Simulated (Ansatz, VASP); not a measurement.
## Al2Cu in VASP and in Ansatz

```
CELL_PARAMETERS angstrom
4.08421 0.00000 0.00000
0.00000 4.08421 0.00000
0.00000 0.00000 2.84589
ATOMIC_POSITIONS crystal
Al 0.50000 0.00000 0.50000
Al 0.00000 0.50000 0.50000
Cu 0.00000 0.00000 0.00000
```

Alike in both runs: functional PBEsol; k mesh 10 × 10 × 14; occupations gaussian, width 0.1 eV; no spin polarisation.

Ansatz relaxed the structure, and its values are those at the end. VASP's run is a single point on that final structure, the one shown.

|  | VASP | Ansatz |
| --- | --- | --- |
| version | VASP 6.6.1 | Ansatz 0.2.0 |
| potentials or method | VASP PAW PBE potentials, release 64 (Al, Cu) | scalar-relativistic, plane waves, PAW |
| plane-wave cutoff (eV) | 520 | 520 |
| valence electrons in the cell | 17 | 25 |

```tsv
	VASP	Ansatz	Ansatz less VASP
gap on the k mesh at the Fermi level (eV)	none	none	-
pressure (GPa)	0.1	0.0	-0.08
```

A gap of «none» marks a metal or a gap that the smearing closes. The two sets of potentials don't hold the same shells in valence. Ansatz warned: «pseudo_functional_mismatch».

Caveats: the PAW data sets were made with another functional, which shifts forces and pressure a little (VASP).
